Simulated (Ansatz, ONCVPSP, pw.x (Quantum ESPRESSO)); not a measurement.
From atom to crystal: ONCV potential for H (Z = 1)

```
Element                 : hydrogen (H)
Generator               : ONCVPSP 4.0.1.1 (patched build)
Type                    : optimised norm-conserving Vanderbilt (ONCV)
Functional              : PBE
Relativity              : scalar-relativistic
Frozen core             : none
Valence charge          : 1
Reference configuration : 1s1
Partial waves           : 1s: rc 0.75 bohr, ncon 3, nbas 7, qcut 7.5 1/bohr, 2 projectors, debl 0.5 Ha; p scattering state at 0.04 Ha: rc 0.70 bohr, ncon 3, nbas 6, qcut 12.3 1/bohr, 1 projector
Local potential         : polynomial inside 0.60 bohr (lpopt 4, dvloc0 0 Ha)
Core correction         : none
```

Atomic tests: cutoffs needed: 22 Ha and 59 Ha (the cutoffs (Ha) at which the residual kinetic energy of the hardest occupied pseudo-wave falls to 1 and 0.1 mHa per electron); ghost test: no bound ghost flagged; GHOST(+) flags only above 600 eV.

Crystal test: bcc H in pw.x 7.5, no spin, 18³ k-points, Fermi–Dirac smearing 0.01 Ry, cutoffs 140/560 Ry. The reference is all-electron LAPW (Ansatz 0.2.0) with the same functional, mesh and smearing; V0 and B0 come from Birch–Murnaghan fits to the pressures at five volumes. Errors are pseudo minus all-electron; Δ is the rms difference of the E(V) curves that follow from these fits, minima aligned, over ±6 % about the mean V0. Mesh and smearing are coarse, so the numbers serve the comparison and aren't converged zero-temperature values; the lattice is a test structure that the element need not adopt.

All-electron: a0 = 1.811 Å (V0 = 2.97 Å³/atom), B0 = 107.8 GPa.

Q: How far does the potential miss the all-electron equation of state?

A: mean pressure error (GPa): -1.13; a0 (Å): 1.804; a0 error (%): -0.37; B0 error (%): +1.2; Δ (meV/atom): 0.8.

| V (Å³/atom) | P all-electron (GPa) | P pseudo (GPa) |
| --- | --- | --- |
| 2.881 | 3.34 | 2.08 |
| 2.957 | 0.38 | -0.80 |
| 3.033 | -2.27 | -3.39 |
| 3.109 | -4.64 | -5.71 |
| 3.185 | -6.78 | -7.79 |

Q: At the middle volume, how do free energy and pressure move when the wave cutoff is lowered (ecutrho kept at four times it)?

A:

```tsv
cutoff (Ry)	shift of F (meV/atom)	shift of P (GPa)
63	+3.1	-0.51
84	+1.2	+0.12
112	+0.9	+0.01
```

The run at the middle volume (195 k-points, 3 iterations) took about 9.1 s on one core of a shared host (Neoverse-N1, 64 threads, 124 GiB, load 55).
